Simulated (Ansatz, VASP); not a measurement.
Sn in VASP and in Ansatz

```
Sn
1.0
    -1.95149    1.95149    1.95149
     1.95149   -1.95149    1.95149
     1.95149    1.95149   -1.95149
Sn
1
Direct
  0.00000 0.00000 0.00000
```

Change from the starting cell: strain +0.030 along x and y, +0.030 along z, atoms carried along.

Alike in both runs: task single point; functional LDA; k mesh 18 × 18 × 18; occupations gaussian, width 0.15 eV; no spin polarisation.

|  | VASP | Ansatz |
| --- | --- | --- |
| version | VASP 6.6.1 | Ansatz 0.2.0 |
| potentials or method | VASP PAW LDA potentials, release 64 (Sn_d) | scalar-relativistic, plane waves, PAW |
| plane-wave cutoff (eV) | 520 | 420 |
| valence electrons in the cell | 14 | 14 |

|  | VASP | Ansatz | Ansatz less VASP |
| --- | --- | --- | --- |
| gap on the k mesh at the Fermi level (eV) | none | none | - |
| pressure (GPa) | -6.4 | -6.3 | +0.06 |

A gap of «none» marks a metal or a gap that the smearing closes.
